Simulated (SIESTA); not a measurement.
## WS2 under changes of volume

One of the cells (49.592 Å³/atom); the others are scaled copies at fixed shape and fractional positions:

```
W S
1.0
     3.18352    0.00000    0.00000
    -1.59176    2.75701    0.00000
     0.00000    0.00000   16.95058
W S
1 2
Direct
  0.00000 0.00000 0.00000
  0.33333 0.66667 0.09200
  0.33333 0.66667 0.90800
```

* Program: SIESTA 5.4.2
* Functional: LDA
* Potentials or basis: PseudoDojo 0.4 standard (LDA files)
* Basis: DZP (energy shift 0.003 Ry; two zetas on semicore shells)
* Grid cutoff: 800 Ry
* Energy shift: 0.003 Ry
* k mesh: 10 × 10 × 2
* Occupations: fermi-dirac, width 0.05 eV
* Spin: no spin polarisation

```csv
volume (Å³/atom),energy over the lowest point (meV/atom),gap on the mesh (eV),largest force (eV/Å)
46.616,20.33,2.19,1.236
47.608,5.66,2.12,0.783
48.600,0.00,2.05,0.366
49.592,2.42,1.98,0.019
50.583,?,?,?
51.575,28.32,1.86,0.706
52.567,50.33,1.80,1.010
```

**Question.** What does the run at 50.583 Å³/atom give?

**Answer.** Energy over the lowest point 12.12 meV/atom; gap on the mesh 1.92 eV; largest force 0.377 eV/Å.

Worked out: A Birch-Murnaghan fit of order 3 (a polynomial in V^(-2/3)) to the other rows has its minimum at 48.78 Å³/atom with B0 = V·E''(V) = 63 GPa and B' = 4.4 at fixed shape and positions, which overstates the stiffness. It gives 12.11 meV/atom at 50.583 Å³/atom, against the run's 12.12. A straight line through the other rows of the gap, of slope -3.24 eV per unit of ln V, gives 1.92 eV, against the run's 1.92.

Energies are extrapolated to zero smearing.

Caveats: short orbitals over semicore shells can move pressures by several GPa; spin-orbit coupling is left out, which moves the levels of the heavy elements; the basis of atomic orbitals isn't converged, which shifts pressures, moduli and gaps.

A mesh can miss the band edges.
